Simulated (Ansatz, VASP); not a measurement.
# Se: VASP beside Ansatz

Contents of INCAR:

```
SYSTEM = Se
PREC = Accurate
ENCUT = 520
EDIFF = 1E-6
ISMEAR = 0
SIGMA = 0.15
LREAL = .FALSE.
LASPH = .TRUE.
NELM = 100
ALGO = Normal
ISIF = 2
LWAVE = .FALSE.
LCHARG = .FALSE.
GGA = PE
IVDW = 12
NBANDS = 9
```

Contents of KPOINTS:

```
Automatic mesh
0
G
  16 16 16
  0 0 0
```

POSCAR

```
Se
1.0
    2.7402989445      0.0000000000      0.0000000000
    0.0000000000      2.7402989445      0.0000000000
    0.0000000000      0.0000000000      2.9510911710
Se
1
Direct
    0.0000000000      0.0000000000      0.0000000000
```

Input for Ansatz:

```yaml
crystal:
  lattice:
    - [2.7402989445, 0.0, 0.0]
    - [0.0, 2.7402989445, 0.0]
    - [0.0, 0.0, 2.951091171]
  atoms:
    - { symbol: Se, position: [0.0, 0.0, 0.0] }
basis:
  ecutwfc: 420
kpoints:
  mp_grid: { grid: [16, 16, 16] }
hamiltonian:
  xc: pbe
  dispersion: d3bj
scf:
  occupations: { method: gaussian, width: 0.15 }
output:
  forces: true
  stress: true
  eigenvalues: true
```

Change from the starting cell: strain -0.025 along x and y, +0.050 along z, atoms carried along.

Alike in both runs: task single point; functional PBE; dispersion D3(BJ); k mesh 16 × 16 × 16; occupations gaussian, width 0.15 eV; no spin polarisation.

|  | VASP | Ansatz |
| --- | --- | --- |
| version | VASP 6.6.1 | Ansatz 0.2.0 |
| potentials or method | VASP PAW PBE potentials, release 64 (Se) | scalar-relativistic, plane waves, PAW |
| plane-wave cutoff (eV) | 520 | 420 |
| valence electrons in the cell | 6 | 16 |

```tsv
	VASP	Ansatz	Ansatz less VASP
gap on the k mesh at the Fermi level (eV)	none	none	-
pressure (GPa)	-0.6	-0.6	-0.04
largest component of the traceless stress (GPa)	1.88	1.88	0.000
```

A gap of «none» marks a metal or a gap that the smearing closes. The two sets of potentials don't hold the same shells in valence.

Caveats: pairwise dispersion overbinds metals, which lowers pressure and volume.
